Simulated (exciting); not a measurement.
Write the native input for exciting (release sodium) that does the following.

| Quantity | Value |
| --- | --- |
| Task | single point |
| Functional | PBE |
| Potentials or basis | all-electron LAPW+lo, shipped species files, valence relativity iora* |
| rgkmax | 7.5 |
| k mesh | 10 × 10 × 10 |
| Occupations | fermi-dirac, width 0.05 eV |
| Spin | no spin polarisation |
| gmaxvr (cutoff of density and potential) | 14 1/bohr |
| lmaxapw (and lmaxmat) | 10 |
| lmaxvr | 8 |
| nempty | 14 |
| Valence relativity | iora* |
| epsengy | 1e-05 Ha |
| epspot | 1e-05 Ha |
| maxscl | 60 |
| Muffin-tin radii | Zr 2.3, C 1.45 bohr |

Crystal: ZrC.

```
Zr C
1.0
     0.00000    2.36500    2.36500
     2.36500    0.00000    2.36500
     2.36500    2.36500    0.00000
Zr C
1 1
Direct
  0.50000 0.50000 0.50000
  0.00000 0.00000 0.00000
```

These files were run (other wordings do the same):

input.xml

```xml
<input>
  <title>ZrC</title>
  <structure speciespath="./" tshift="false">
    <crystal scale="1">
      <basevect>0.000000000000 4.469202284740 4.469202284740</basevect>
      <basevect>4.469202284740 0.000000000000 4.469202284740</basevect>
      <basevect>4.469202284740 4.469202284740 0.000000000000</basevect>
    </crystal>
    <species speciesfile="Zr.xml" rmt="2.3">
      <atom coord="0.500000000000 0.500000000000 0.500000000000"/>
    </species>
    <species speciesfile="C.xml" rmt="1.45">
      <atom coord="0.000000000000 0.000000000000 0.000000000000"/>
    </species>
  </structure>
  <groundstate do="fromscratch" ngridk="10 10 10" rgkmax="7.5" gmaxvr="14" lmaxapw="10" lmaxmat="10" lmaxvr="8" xctype="GGA_PBE" stype="Fermi Dirac" swidth="0.00183747" nempty="14" ValenceRelativity="iora*" epsengy="1e-05" epspot="1e-05" maxscl="60" tforce="true" outputlevel="normal"/>
  <properties>
    <chargedensityplot>
      <plot3d>
        <box grid="17 17 17">
          <origin coord="0 0 0"/>
          <point coord="1 0 0"/>
          <point coord="0 1 0"/>
          <point coord="0 0 1"/>
        </box>
      </plot3d>
    </chargedensityplot>
    <elfplot>
      <plot3d>
        <box grid="17 17 17">
          <origin coord="0 0 0"/>
          <point coord="1 0 0"/>
          <point coord="0 1 0"/>
          <point coord="0 0 1"/>
        </box>
      </plot3d>
    </elfplot>
    <exccplot>
      <plot3d>
        <box grid="17 17 17">
          <origin coord="0 0 0"/>
          <point coord="1 0 0"/>
          <point coord="0 1 0"/>
          <point coord="0 0 1"/>
        </box>
      </plot3d>
    </exccplot>
  </properties>
</input>
```

Potentials or basis: all-electron LAPW+lo, shipped species files, valence relativity iora*.

Launch:

```console
$ OMP_NUM_THREADS=1 exciting_smp
```

Results of the run:

The band gap on the k mesh is none (metal or under the smearing width) and the all electrons inside the program's atomic spheres are Zr 37.24; C 4.20 (radii Zr 2.3, C 1.45 bohr).

Caveat: the log's total energy holds no entropy term; the free energy is that total less TS from the occupations.

Wall time 4.4 min on 1 thread of Arm Neoverse V1 (shared host), peak memory 0.13 GiB.
